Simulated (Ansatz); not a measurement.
CoSi: band structure with r2SCAN+U

CoSi:

```
CELL_PARAMETERS angstrom
4.43800 0.00000 0.00000
0.00000 4.43800 0.00000
0.00000 0.00000 4.43800
ATOMIC_POSITIONS crystal
Co 0.86000 0.64000 0.36000
Co 0.64000 0.36000 0.86000
Co 0.36000 0.86000 0.64000
Co 0.14000 0.14000 0.14000
Si 0.15700 0.34300 0.65700
Si 0.34300 0.65700 0.15700
Si 0.65700 0.15700 0.34300
Si 0.84300 0.84300 0.84300
```

| Item | Value |
| --- | --- |
| Program | Ansatz 0.2.0 |
| Task | band structure |
| Functional | r2SCAN |
| Potentials or basis | Ansatz PAW |
| Cutoff | 500 eV (not typed: the program's choice for these potentials) |
| k mesh | 6 × 6 × 6 |
| Occupations | fermi-dirac, width 0.05 eV |
| Spin | collinear spin, ferromagnetic start |
| Starting moments | [2.0, 2.0, 2.0, 2.0, 0.0, 0.0, 0.0, 0.0] μB |
| Hubbard terms | Co d U = 5.3 eV |
| Path | [["G", "X", "M", "G", "R", "X"], ["M", "R"]] |
| Points for each segment of the path | 10 |
| Hubbard projectors | ortho-atomic (the default) |
| Double counting | fll (the default) |

```json
{"Pressure": "8.3 GPa", "Largest force": "0.397 eV/Å", "Band gap on the k mesh": "none (metal or under the smearing width)", "Net moment": "4.00 μB per cell", "Absolute moment": "6.20 μB per cell", "Site moments": "Co +1.26; Si -0.09 μB"}
```

Forces on the atoms (eV/Å):
```
Co  -0.125  0.125 -0.125
Co   0.125 -0.125 -0.125
Co  -0.125 -0.125  0.125
Co   0.125  0.125  0.125
Si  -0.229  0.229 -0.229
Si   0.229 -0.229 -0.229
Si  -0.229 -0.229  0.229
Si   0.229  0.229  0.229
```

Levels at the corners of the path, in eV from the Fermi level:
Spin up:
| point | band 40 | band 41 | band 42 | band 43 | band 44 | band 45 | band 46 | band 47 | band 48 | band 49 |
| --- | --- | --- | --- | --- | --- | --- | --- | --- | --- | --- |
| Γ | -3.52 | -2.63 | -2.63 | -2.63 | 1.47 | 1.47 | 1.47 | 1.71 | 1.71 | 2.70 |
| X | -3.74 | -2.70 | -2.70 | -1.17 | -1.17 | -0.28 | -0.28 | 3.54 | 3.54 | 3.94 |
| M | -3.74 | -2.04 | -2.04 | -1.73 | -1.73 | 0.61 | 0.61 | 1.27 | 1.27 | 4.83 |
| Γ | -3.52 | -2.63 | -2.63 | -2.63 | 1.47 | 1.47 | 1.47 | 1.71 | 1.71 | 2.70 |
| R | -4.14 | -3.29 | -3.29 | -3.29 | -3.29 | 5.15 | 5.15 | 5.15 | 5.15 | 5.41 |
| X | -3.74 | -2.70 | -2.70 | -1.17 | -1.17 | -0.28 | -0.28 | 3.54 | 3.54 | 3.94 |
| M | -3.74 | -2.04 | -2.04 | -1.73 | -1.73 | 0.61 | 0.61 | 1.27 | 1.27 | 4.83 |
| R | -4.14 | -3.29 | -3.29 | -3.29 | -3.29 | 5.15 | 5.15 | 5.15 | 5.15 | 5.41 |
Spin down:
| point | band 38 | band 39 | band 40 | band 41 | band 42 | band 43 |
| --- | --- | --- | --- | --- | --- | --- |
| Γ | -1.29 | -1.29 | -1.29 | 1.48 | 1.48 | 1.48 |
| X | -1.89 | -1.35 | -1.35 | 1.50 | 1.50 | 1.89 |
| M | -1.61 | -1.43 | -1.43 | 1.84 | 1.84 | 2.19 |
| Γ | -1.29 | -1.29 | -1.29 | 1.48 | 1.48 | 1.48 |
| R | -0.74 | -0.74 | -0.74 | 2.03 | 2.03 | 2.03 |
| X | -1.89 | -1.35 | -1.35 | 1.50 | 1.50 | 1.89 |
| M | -1.61 | -1.43 | -1.43 | 1.84 | 1.84 | 2.19 |
| R | -0.74 | -0.74 | -0.74 | 2.03 | 2.03 | 2.03 |

Eigenvalues of the final occupation matrices:
```csv
site,spin,trace,eigenvalues
site 1,1,4.64,0.90 0.91 0.91 0.96 0.96
site 1,2,3.37,0.35 0.35 0.89 0.89 0.89
site 2,1,4.64,0.90 0.91 0.91 0.96 0.96
site 2,2,3.37,0.35 0.35 0.89 0.89 0.89
site 3,1,4.64,0.90 0.91 0.91 0.96 0.96
site 3,2,3.37,0.35 0.35 0.89 0.89 0.89
site 4,1,4.64,0.90 0.91 0.91 0.96 0.96
site 4,2,3.37,0.35 0.35 0.89 0.89 0.89
```

It took 4 min on 2 threads of Arm Neoverse V2 (shared host), peak memory 1.8 GiB.

Caveat: the magnetic or orbital state may not be the lowest; the PAW data sets come from PBE, with cores solved anew for the run's functional, which leaves a small shift of forces and pressure; the U is typed as a test and isn't derived for this compound. The state reached can hang on the start; a lower one may exist.
